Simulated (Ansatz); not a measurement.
## BN: from supercell energies to defect levels (H interstitial)

These are results of DFT PBE+D3(BJ), scalar-relativistic, plane waves, PAW (Ansatz), not measurements. Run with 420 eV cutoff, 2×2×2 k-mesh, shifted by half a step, Gaussian smearing of 0.01 eV, collinear spin in charge 0 alone.

Host crystal, relaxed:

```
CELL_PARAMETERS angstrom
1.25306 0.72345 3.29488
-1.25306 0.72345 3.29488
0.00000 -1.44691 3.29488
ATOMIC_POSITIONS crystal
B 0.99970 0.99970 0.99970
N 0.33274 0.33274 0.33274
```

The H interstitial was set at (0.438, 0.500, 0.625) of the host cell, in a supercell of 32 sites (287 Å³), relaxed at fixed cell in each charge q, from a start with the atoms near it displaced at random. In charges +1, 0, -1 some atom moved by up to 1.3 Å, so the relaxed defect can differ in kind from the start: near the site, 1 N at 1.88 Å, 1 N at 1.89 Å, 1 B at 1.92 Å, 1 B at 2.02 Å, 1 N at 2.08 Å, 1 N at 2.18 Å, 1 B at 2.21 Å, 1 B at 2.22 Å became 1 N at 1.05 Å, 1 B at 1.98 Å, 2 B at 1.99 Å, 1 B at 2.06 Å, 3 N at 2.47 Å (charge +1); 1 B at 1.33 Å, 1 N at 1.98 Å, 3 N at 2.13 Å, 3 B at 2.40 Å (charge 0); 1 B at 1.20 Å, 1 N at 2.17 Å, 3 N at 2.19 Å, 3 B at 2.44 Å (charge -1). The host's Kohn–Sham gap is 4.16 eV and its static dielectric constant 5.4 (mean). For each charge: the supercell's free energy over the neutral one with q electrons exchanged at the valence band top, F(q) − F(0) + qE_v; the image-charge term; and the term that aligns the potential far from the defect with the host's.

| q | F(q) − F(0) + qE_v (eV) | image charge (eV) | alignment (eV) |
| --- | --- | --- | --- |
| +1 | -3.290 | 0.606 | -0.004 |
| 0 | 0.000 | 0.000 | 0.000 |
| -1 | 1.399 | 0.606 | -0.163 |

Problem. Add the terms and find the levels between neighbouring charges, ε(q/q′) = [A(q′) − A(q)]/(q − q′), with and without the two corrections.

Solution. A(q): -2.688 eV for +1, 0.000 eV for 0, 1.841 eV for -1.
```csv
level,corrected (eV over E_v),uncorrected (eV)
(+1/0),2.69,3.29
(0/-1),1.84,1.40
```

As a check, a point charge in a simple cubic cell of this volume has q²αe²/(2εL) = 0.571 q² eV (e² = 14.40 eV Å, α = 2.837, L = 6.59 Å); the shape of the real cell and the anisotropy of ε can change it somewhat. The term grows as q², so it pushes donor levels down and acceptor levels up. The program doubts the alignment for q = +1, -1, so levels beside it are uncertain by about that term.

Problem. Which of these charges is lowest with the Fermi level at the valence band top, at mid-gap and at the conduction band bottom?

Solution. The line A(q) + qE_F that lies lowest gives the charge: +1 at E_F = 0.00 eV, +1 at E_F = 2.08 eV, -1 at E_F = 4.16 eV. The level (+1/0) lies above (0/-1), so charge 0 is never the lowest: a negative-U pattern, with a direct (+1/-1) level at 2.26 eV. Charges beyond those computed could lie lower near the band edges.

Problem. The neutral defect forms at 2.42 eV with atoms taken from and returned to the elements. What are the formation energies at those three Fermi levels, and what share of sites would hold the defect at 1200 K with E_F at mid-gap, if the host still stood at that temperature?

Solution. E_f = E_f(0) + A(q) + qE_F = -0.26, 1.82, 0.10 eV. In the dilute limit the share is exp(−E_f/k_BT) = exp(−1.817/0.1034) = 2.3×10⁻⁸, leaving out degeneracy and vibrational entropy. A negative value marks a Fermi level that can't be reached at these chemical potentials: the defect would form first and pull it back. This is the H-rich limit; a poorer supply of H, or a competing compound of it, raises E_f. The small cell and the narrow Kohn–Sham gap leave errors of tenths of an eV or more, which change the share by orders of magnitude.

This form isn't the usual stable structure of the compound.